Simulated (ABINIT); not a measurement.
# Te (R-3m) in ABINIT: further runs, part 2 of 2

ABINIT 10.8.3 (patched build). Earlier steps stand in the parts before.

## 4. Single point, PBEsol

run.abi reads:

```
# Pseudopotentials
pp_dirpath "./"
pseudos "Te.upf"

# Structure
acell 3.1541904739 3.1541904739 3.1541904739 Angstrom
rprim
     0.7310605881     0.4220780273     0.5360975242
    -0.7310605881     0.4220780273     0.5360975242
     0.0000000000    -0.8441560546     0.5360975242
ntypat 1
znucl 52
natom 1
typat 1
xred
     0.5000000000     0.5000000000     0.5000000000

# Plane-wave basis
ecut 34.0

# k points
kptopt 1
ngkpt 7 7 7
nshiftk 1
shiftk 0.0 0.0 0.0

# Exchange and correlation
ixc -116133

# Bands and occupations
nband 12
occopt 3
tsmear 0.05 eV

# SCF cycle
nstep 100
tolvrs 1.0e-10

# Output
iomode 3
prtwf 0
prteig 0
prtebands 0
enunit 2
prtden 1
prtvha 1
prtvclmb 1
prtpot 1
prtelf 1
```

Potentials or basis: PseudoDojo NC SR PBEsol v0.4.1 standard.

Command:

```console
abinit run.abi > log 2>&1
```

run.abo:

```text
.Version 10.8.3 of ABINIT
 Symmetries : space group R-3 m (#166); Bravais hR (rhombohedral)
================================================================================
 Values of the parameters that define the memory need of the present run
     intxc =       0    ionmov =       0      iscf =       7    lmnmax =       6
     lnmax =       6     mgfft =      32  mpssoang =       3    mqgrid =    3001
     natom =       1  nloc_mem =       1    nspden =       1   nspinor =       1
    nsppol =       1      nsym =      12    n1xccc =    2501    ntypat =       1
    occopt =       3   xclevel =       2
       mpw =        2027          nfft =       32768          nkpt =          44
================================================================================
================================================================================

--------------------------------------------------------------------------------
------------- Echo of variables that govern the present computation ------------
--------------------------------------------------------------------------------
 -outvars: echo values of preprocessed input variables --------
            acell      5.9605561446E+00  5.9605561446E+00  5.9605561446E+00 Bohr
              amu      1.27600000E+02
             ecut      3.40000000E+01 Hartree
           enunit           2
              ixc     -116133
         kptrlatt        7    0    0      0    7    0      0    0    7
          kptrlen      4.17238930E+01
            natom           1
            nband          12
            ngfft          32      32      32
             nkpt          44
            nstep         100
             nsym          12
           ntypat           1
           occopt           3
        prtebands           0
           prteig           0
           prtelf           1
           prtpot           1
         prtvclmb           1
           prtvha           1
            prtwf           0
[... 115 lines left out ...]

 ----iterations are completed or convergence reached----

 Mean square residual over all n,k,spin=   26.347E-08; max=  49.028E-06
 reduced coordinates (array xred) for    1 atoms
       0.500000000000      0.500000000000      0.500000000000
 rms dE/dt=  0.0000E+00; max dE/dt=  0.0000E+00; dE/dt below (all hartree)
    1       0.000000000000      0.000000000000      0.000000000000

 cartesian coordinates (angstrom) at end:
    1      0.00000000000000    -0.00000000000000     2.53643055586952

 cartesian forces (hartree/bohr) at end:
    1     -0.00000000000000    -0.00000000000000    -0.00000000000000
 frms,max,avg= 0.0000000E+00 0.0000000E+00   0.000E+00  0.000E+00  0.000E+00 h/b

 cartesian forces (eV/Angstrom) at end:
    1     -0.00000000000000    -0.00000000000000    -0.00000000000000
 frms,max,avg= 0.0000000E+00 0.0000000E+00   0.000E+00  0.000E+00  0.000E+00 e/A
 length scales=  5.960556144618  5.960556144618  5.960556144618 bohr
              =  3.154190473900  3.154190473900  3.154190473900 angstroms
 Fermi (or HOMO) energy (hartree) =   0.20839   Average Vxc (hartree)=  -0.37985
 Eigenvalues (hartree) for nkpt=  44  k points:
 kpt#   1, nband= 12, wtk=  0.00292, kpt=  0.0000  0.0000  0.0000 (reduced coord)
  -1.17145   -1.17145   -1.16903   -1.16903   -1.16838   -0.31079    0.23939    0.25690
   0.25690    0.43050    0.43050    0.44425
      occupation numbers for kpt#   1
   2.00000    2.00000    2.00000    2.00000    2.00000    2.00000    0.00000    0.00000
   0.00000    0.00000    0.00000    0.00000
 prteigrs : prtvol=0 or 1, do not print more k-points.

 Fermi (or HOMO) energy (eV) =   5.67051   Average Vxc (eV)= -10.33616
 Eigenvalues (   eV  ) for nkpt=  44  k points:
 kpt#   1, nband= 12, wtk=  0.00292, kpt=  0.0000  0.0000  0.0000 (reduced coord)
 -31.87684  -31.87684  -31.81083  -31.81083  -31.79330   -8.45689    6.51410    6.99053
   6.99053   11.71462   11.71462   12.08857
 prteigrs : prtvol=0 or 1, do not print more k-points.

--- !EnergyTerms
iteration_state     : {dtset: 1, }
comment             : Components of total free energy in Hartree
kinetic             :  5.69237392983205E+01
hartree             :  2.51996431477988E+01
xc                  : -2.43776649706817E+01
Ewald energy        : -6.11361363592145E+01
psp_core            :  2.80338274412491E+00
local_psp           : -7.44430554680238E+01
non_local_psp       : -2.96467348326854E+01
internal            : -1.04676826440361E+02
'-kT*entropy'       : -2.10085282326829E-04
total_energy        : -1.04677036525643E+02
total_energy_eV     : -2.84840727198394E+03
band_energy         : -1.17667055272328E+01
...

 Cartesian components of stress tensor (hartree/bohr^3)
  sigma(1 1)=  3.99312382E-05  sigma(3 2)=  0.00000000E+00
  sigma(2 2)=  3.99312403E-05  sigma(3 1)=  0.00000000E+00
  sigma(3 3)=  1.82195537E-05  sigma(2 1)=  0.00000000E+00

-Cartesian components of stress tensor (GPa)         [Pressure= -9.6189E-01 GPa]
- sigma(1 1)=  1.17481759E+00  sigma(3 2)=  0.00000000E+00
- sigma(2 2)=  1.17481765E+00  sigma(3 1)=  0.00000000E+00
- sigma(3 3)=  5.36037777E-01  sigma(2 1)=  0.00000000E+00

== END DATASET(S) ==============================================================
================================================================================

 -outvars: echo values of variables after computation  --------
            acell      5.9605561446E+00  5.9605561446E+00  5.9605561446E+00 Bohr
           etotal     -1.0467703653E+02
            fcart     -0.0000000000E+00 -0.0000000000E+00 -0.0000000000E+00
            rprim      7.3106058810E-01  4.2207802730E-01  5.3609752420E-01
                      -7.3106058810E-01  4.2207802730E-01  5.3609752420E-01
                       0.0000000000E+00 -8.4415605460E-01  5.3609752420E-01
           strten      3.9931238209E-05  3.9931240330E-05  1.8219553717E-05
                       0.0000000000E+00  0.0000000000E+00  0.0000000000E+00
           xangst      1.0699848460E-16 -8.7196288992E-17  2.5364305559E+00
             xred      5.0000000000E-01  5.0000000000E-01  5.0000000000E-01
 Calculation completed.
```

It took 24 s on 1 thread of Intel Xeon Platinum 8259CL at 2.50GHz (Skylake/Cascade Lake), shared host; peak memory 0.07 GiB.

What came out:

```yaml
Free_energy: -2848.4073 eV
Pressure: -1.0 GPa
Band_gap_on_the_k_mesh: none (metal or under the smearing width)
Valence_electrons_inside_the_program's_atomic_spheres: Te 11.92 (radii [1.0584] Å)
```

Stress tensor (GPa, compression positive):
```
-1.17  0.00  0.00
 0.00 -1.17  0.00
 0.00  0.00 -0.54
```

Levels at points of the mesh, in eV from the Fermi level:
| k point | band 4 | band 5 | band 6 | band 7 | band 8 | band 9 | band 10 | band 11 | band 12 |
| --- | --- | --- | --- | --- | --- | --- | --- | --- | --- |
| (0.00, 0.00, 0.00) | -37.48 | -37.46 | -14.13 | 0.84 | 1.32 | 1.32 | 6.04 | 6.04 | 6.42 |

Caveat: the cutoff is short for stress, so the pressure is rough.

## 5. Relaxation of cell and atoms, PBEsol

run.abi: that of step 4 with these lines changed.

```diff
@@ -14,7 +14,11 @@
 typat 1
+chkprim 0
+chksymtnons 0
+tolsym 1.0e-6
 xred
-     0.5000000000     0.5000000000     0.5000000000
+            1/2            1/2            1/2
 
 # Plane-wave basis
-ecut 34.0
+ecut 40.0
+ecutsm 0.5
 
@@ -35,4 +39,4 @@
 # SCF cycle
-nstep 100
-tolvrs 1.0e-10
+nstep 80
+tolvrs 1.0e-12
 
@@ -40,10 +44,12 @@
 iomode 3
-prtwf 0
 prteig 0
 prtebands 0
-enunit 2
-prtden 1
-prtvha 1
-prtvclmb 1
-prtpot 1
-prtelf 1
+prtwf 0
+prtden 0
+
+# Relaxation
+ionmov 2
+optcell 2
+ntime 50
+tolmxf 2.0e-5
+dilatmx 1.08
```

Potentials or basis: PseudoDojo NC SR PBEsol v0.4.1 standard.

Command:

```console
abinit run.abi > log 2>&1
```

run.abo:

```text
.Version 10.8.3 of ABINIT
 Symmetries : space group R-3 m (#166); Bravais hR (rhombohedral)
================================================================================
 Values of the parameters that define the memory need of the present run
     intxc =       0    ionmov =       2      iscf =       7    lmnmax =       6
     lnmax =       6     mgfft =      40  mpssoang =       3    mqgrid =    3001
     natom =       1  nloc_mem =       1    nspden =       1   nspinor =       1
    nsppol =       1      nsym =      12    n1xccc =    2501    ntypat =       1
    occopt =       3   xclevel =       2
       mpw =        3238          nfft =       64000          nkpt =          44
================================================================================
================================================================================

--------------------------------------------------------------------------------
------------- Echo of variables that govern the present computation ------------
--------------------------------------------------------------------------------
 -outvars: echo values of preprocessed input variables --------
            acell      5.9605561446E+00  5.9605561446E+00  5.9605561446E+00 Bohr
              amu      1.27600000E+02
          chkprim           0
      chksymtnons           0
          dilatmx      1.08000000E+00
             ecut      4.00000000E+01 Hartree
           ecutsm      5.00000000E-01 Hartree
           ionmov           2
              ixc     -116133
         kptrlatt        7    0    0      0    7    0      0    0    7
          kptrlen      4.17238930E+01
            natom           1
            nband          12
[... 726 lines left out ...]
 prteigrs : prtvol=0 or 1, do not print more k-points.

--- !EnergyTerms
iteration_state     : {dtset: 1, itime: 7, icycle: 1, }
comment             : Components of total free energy in Hartree
kinetic             :  5.69276266534721E+01
hartree             :  2.51913156220759E+01
xc                  : -2.43794046122513E+01
Ewald energy        : -6.11700011302590E+01
psp_core            :  2.81115538246490E+00
local_psp           : -7.44115154325656E+01
non_local_psp       : -2.96462643123361E+01
internal            : -1.04677087829399E+02
'-kT*entropy'       : -1.83094749403814E-04
total_energy        : -1.04677270924148E+02
total_energy_eV     : -2.84841365029220E+03
band_energy         : -1.17496180999492E+01
...

 Cartesian components of stress tensor (hartree/bohr^3)
  sigma(1 1)= -8.89970964E-08  sigma(3 2)=  0.00000000E+00
  sigma(2 2)= -8.89949699E-08  sigma(3 1)=  0.00000000E+00
  sigma(3 3)= -1.06069302E-07  sigma(2 1)=  0.00000000E+00

-Cartesian components of stress tensor (GPa)         [Pressure=  2.7858E-03 GPa]
- sigma(1 1)= -2.61838497E-03  sigma(3 2)=  0.00000000E+00
- sigma(2 2)= -2.61832241E-03  sigma(3 1)=  0.00000000E+00
- sigma(3 3)= -3.12066661E-03  sigma(2 1)=  0.00000000E+00

== END DATASET(S) ==============================================================
================================================================================

 -outvars: echo values of variables after computation  --------
            acell      5.9488441715E+00  5.9488441715E+00  5.9488441712E+00 Bohr
           etotal     -1.0467727092E+02
            fcart     -0.0000000000E+00 -0.0000000000E+00 -0.0000000000E+00
            rprim      7.2558368259E-01  4.1891593443E-01  5.4592834643E-01
                      -7.2558368259E-01  4.1891593443E-01  5.4592834643E-01
                       0.0000000000E+00 -8.3783186890E-01  5.4592834645E-01
           strten     -8.8997096354E-08 -8.8994969874E-08 -1.0606930217E-07
                       0.0000000000E+00  0.0000000000E+00  0.0000000000E+00
           xangst      1.0820708226E-16 -8.8591857361E-17  2.5778677268E+00
             xred      5.0000000000E-01  5.0000000000E-01  5.0000000000E-01
 Calculation completed.
```

Run time: 5.3 min. Hardware: 1 thread of Intel Xeon Platinum 8259CL at 2.50GHz (Skylake/Cascade Lake), shared host; peak memory 0.1 GiB.

Results:

| Quantity | Value |
| --- | --- |
| Free energy | -2848.4137 eV |
| Relaxed volume | 31.06 Å³/atom |
| Relaxed cell | a = 3.148 Å, b = 3.148 Å, c = 3.148 Å, α = 93.03°, β = 93.03°, γ = 93.03° |
| Space group after relaxing (to 0.05 Å) | R-3m (No. 166) |
| Energy gained by relaxing | 1.3 meV/atom |
| Ionic steps | 7 |
| Pressure after relaxing | 0.0 GPa |
| Band gap on the k mesh | none (metal or under the smearing width) |

Step by step:
| step | energy change (eV) | largest force (eV/Å) | pressure (GPa) | volume (Å³) |
| --- | --- | --- | --- | --- |
| 1 | 0.0000 | 0.0000 | -0.32 | 31.15 |
| 2 | -0.0001 | 0.0000 | -0.26 | 31.12 |
| 3 | -0.0006 | 0.0000 | 0.22 | 30.88 |
| 4 | -0.0006 | 0.0000 | 0.23 | 30.88 |
| 5 | -0.0012 | 0.0000 | 0.12 | 31.01 |
| 6 | -0.0013 | 0.0000 | 0.03 | 31.05 |
| 7 | -0.0013 | 0.0000 | 0.00 | 31.06 |

Final structure:
```
Te
1.0
     2.28413    1.31874    1.71858
    -2.28413    1.31874    1.71858
     0.00000   -2.63749    1.71858
Te
1
Direct
  0.50000 0.50000 0.50000
```

Spin-orbit coupling is left out, which matters for the levels of Te.

## 6. The runs side by side

```csv
task,level,potentials or basis,cell,cutoff (eV),cell freedom (optcell),optimiser (ionmov),cutoff smearing ecutsm (Ha),force stop (Ha/bohr),gap on the mesh (eV),pressure (GPa),relaxed volume (Å³/atom)
relaxation of cell and atoms,LDA,PseudoDojo NC SR LDA v0.4.1 standard,relaxed,1088,2,2,0.5,2e-05,none,0.0,30.52
single point,LDA,PseudoDojo NC SR LDA v0.4.1 standard,cell relaxed,1088,-,-,-,-,none,0.0,-
single point,PBEsol,PseudoDojo NC SR PBEsol v0.4.1 standard,as given,925,-,-,-,-,none,-1.0,-
relaxation of cell and atoms,PBEsol,PseudoDojo NC SR PBEsol v0.4.1 standard,relaxed,1088,2,2,0.5,2e-05,none,0.0,31.06
```

Alike in all rows: no spin polarisation; k mesh 7 × 7 × 7; smearing fermi-dirac 0.05 eV.

Caveats: the cutoff is short for stress, so the pressure is rough (some runs).

Total energies depend on the potentials used, so only differences within one code and one set of settings carry meaning.
